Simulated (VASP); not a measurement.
These are r2SCAN meta-GGA, VASP's PBE PAW potentials (set 64) (plane waves; VASP 6.6.1) values and carry that method's errors.

Gaps are without spin-orbit coupling.

```yaml
volume_per_atom: 22.63 Å³/atom
band gap (over mesh and band path): 1.89 eV
smallest direct gap (over mesh and band path): 1.89 eV
```

Task: Which relaxed crystal gives these values?
A. CsBr, Pm-3m (221)
B. InSe, P6_3/mmc (194)
C. ZnSe, F-43m (216)
D. CeO2, P4_2/mnm (136)

Result: C, ZnSe, F-43m (216)
